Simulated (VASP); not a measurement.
# CuO (Tenorite): single point with PBEsol

The system is CuO (Tenorite).

```
Cu O
1.0
     2.34185   -1.71130    0.00000
     2.34185    1.71130    0.00000
    -0.85003    0.00000    5.05787
Cu O
2 2
Direct
  0.50000 0.00000 0.50000
  0.00000 0.50000 0.00000
  0.41840 0.58160 0.75000
  0.58160 0.41840 0.25000
```

```yaml
Program: VASP 6.6.1
Task: single point
Functional: PBEsol
Potentials_or_basis: VASP PAW PBE potentials, release 64 (Cu, O)
Cutoff: 520 eV
k_mesh: 10 × 10 × 5
Occupations: fermi-dirac, width 0.05 eV
Spin: no spin polarisation
Ladder: free
Further_INCAR_settings: ALGO = Normal; EDIFF = 1e-07; NBANDS = 25
```

| Item | Value |
| --- | --- |
| Pressure | -2.1 GPa |
| Largest force | 0.321 eV/Å |
| Band gap on the k mesh | none (metal or under the smearing width) |

Forces in eV/Å, atoms in the order of the input:
```
Cu   0.000  0.000  0.000
Cu   0.000  0.000  0.000
O    0.000 -0.321  0.000
O    0.000  0.321  0.000
```

Stress tensor (GPa, compression positive):
```
-2.49  0.00 -0.58
 0.00  0.09  0.00
-0.58  0.00 -3.78
```

Levels at points of the mesh, in eV from the Fermi level:
| k point | band 14 | band 15 | band 16 | band 17 | band 18 | band 19 | band 20 | band 21 |
| --- | --- | --- | --- | --- | --- | --- | --- | --- |
| (0.00, 0.00, 0.00) | -2.21 | -2.15 | -1.64 | 0.22 | 0.95 | 1.67 | 5.92 | 8.12 |
| (0.50, 0.00, 0.00) | -1.59 | -1.49 | -1.40 | 0.00 | 0.26 | 4.78 | 6.22 | 6.92 |
| (0.50, 0.50, 0.00) | -2.12 | -1.68 | -1.20 | -0.64 | 1.08 | 3.24 | 7.02 | 8.44 |

Wall time 88 s on 1 thread of AMD EPYC 9R45 (Zen 5) (shared host), peak memory 0.21 GiB.

Caveat: the PAW data sets were made with another functional, which shifts forces and pressure a little; the run has no spin polarisation, though such a crystal can be magnetic; semilocal functionals often make such compounds metallic where correlation or magnetic order opens a gap, which also shifts bond lengths. With open d or f shells a metallic result of PBEsol can be an artefact of self-interaction; +U or a hybrid may open a gap.
